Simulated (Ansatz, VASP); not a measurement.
# Pt in VASP and in Ansatz

Contents of INCAR:

```
SYSTEM = Pt
ALGO     = Normal         ! electronic algorithm
EDIFF    = 1E-6           ! SCF threshold, eV
ENCUT    = 520            ! plane-wave cutoff, eV
GGA      = PE             ! functional
ISIF     = 2              ! what is computed and relaxed
ISMEAR   = 0              ! smearing method
LASPH    = .TRUE.         ! aspherical terms in the spheres
LCHARG   = .TRUE.         ! write CHGCAR
LELF     = .TRUE.         ! ELF
LREAL    = .FALSE.        ! projectors in reciprocal space
LVHAR    = .TRUE.       
LWAVE    = .FALSE.        ! write WAVECAR
NBANDS   = 17             ! bands
NELM     = 100            ! most SCF steps
PREC     = Accurate       ! precision mode
SIGMA    = 0.15           ! smearing width, eV
```

The input KPOINTS:

```
k-points
0
G
  18 18 10
  0 0 0
```

The input POSCAR:

```
Pt
1.0
    2.7585396147      0.0000000000      0.0000000000
   -1.3792698074      2.3889653837      0.0000000000
    0.0000000000      0.0000000000      4.6021000000
Pt
2
Direct
    0.6666666667      0.3333333333      0.7500000000
    0.3333333333      0.6666666667      0.2500000000
```

Input for Ansatz:

```yaml
crystal:
  lattice:
    - [2.7585396147, 0.0, 0.0]
    - [-1.3792698074, 2.3889653837, 0.0]
    - [0.0, 0.0, 4.6021]
  atoms:
    - { symbol: Pt, position: [0.6666666667, 0.3333333333, 0.75] }
    - { symbol: Pt, position: [0.3333333333, 0.6666666667, 0.25] }
basis:
  ecutwfc: 420
kpoints:
  mp_grid: { grid: [18, 18, 10] }
hamiltonian:
  xc: pbe
scf:
  occupations: { method: gaussian, width: 0.15 }
output:
  forces: true
  stress: true
  eigenvalues: true
```

Alike in both runs: task single point; functional PBE; k mesh 18 × 18 × 10; occupations gaussian, width 0.15 eV; no spin polarisation.

|  | VASP | Ansatz |
| --- | --- | --- |
| version | VASP 6.6.1 | Ansatz 0.2.0 |
| potentials or method | VASP PAW PBE potentials, release 64 (Pt) | scalar-relativistic, plane waves, PAW |
| plane-wave cutoff (eV) | 520 | 420 |
| valence electrons in the cell | 20 | 36 |

|  | VASP | Ansatz | Ansatz less VASP |
| --- | --- | --- | --- |
| gap on the k mesh at the Fermi level (eV) | none | none | - |
| pressure (GPa) | 9.5 | 10.0 | +0.52 |
| largest component of the traceless stress (GPa) | 3.91 | 4.01 | +0.100 |

A gap of «none» marks a metal or a gap that the smearing closes. The two sets of potentials don't hold the same shells in valence.

Spin-orbit coupling is left out, which matters for the levels of Pt.
